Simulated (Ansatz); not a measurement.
# LiHF2: the cost of one run

Program: Ansatz 0.2.0. G0W0, plane waves. Calculated at 0 K for a non-magnetic cell.

**1. The structure to begin with**

The cell was relaxed beforehand with r2SCAN+rVV10.

The symmetry is R-3m (No. 166, trigonal); conventional cell a = 2.935 Å, c = 13.093 Å, 8.14 Å³ an atom. Near Li stand 6 F at 1.99 Å; near H stand 2 F at 1.13 Å; near F stand 1 H at 1.13 Å.

Structure file:

```xyz
4
Lattice="1.4677 0.8474 4.3645 -1.4677 0.8474 4.3645 0.0000 -1.6948 4.3645" Properties=species:S:1:pos:R:3 pbc="T T T"
Li    0.0000    0.0000    0.0000
H     0.0000    0.0000    6.5467
F     0.0000    0.0000    5.4128
F     0.0000    0.0000    7.6806
```

**2. 52 empty bands, 80 eV**

input.yaml reads:

```yaml
crystal:
  lattice:
    - [1.4677011457, 0.8473776516, 4.3644587005]
    - [-1.4677011457, 0.8473776516, 4.3644587005]
    - [0.0, -1.6947553032, 4.3644587005]
  atoms:
    - { symbol: Li, position: [0.0, 0.0, 0.0] }
    - { symbol: H, position: [0.5, 0.5, 0.5] }
    - { symbol: F, position: [0.4133992818, 0.4133992818, 0.4133992818] }
    - { symbol: F, position: [0.5866007182, 0.5866007182, 0.5866007182] }
kpoints:
  mp_grid: { grid: [6, 6, 6] }
hamiltonian:
  xc: r2scan
scf:
  occupations: { method: fixed }
gw:
  n_empty_bands: 52
  ecut_chi: 80
  qp_bands: [v2, c2]
  qp_kpoints: band_edges
  screening: { model: contour_deformation }
```

Launch:

```
$ ansatz run input.yaml --threads 2 --pin off --max-ram 3686MiB --backend cpu --events-out ev --progress --plain --runs-dir out
```

What time and memory should one allow on 2 threads of Arm Neoverse V2, shared host?

About 71 s, with a peak of 0.46 GiB.
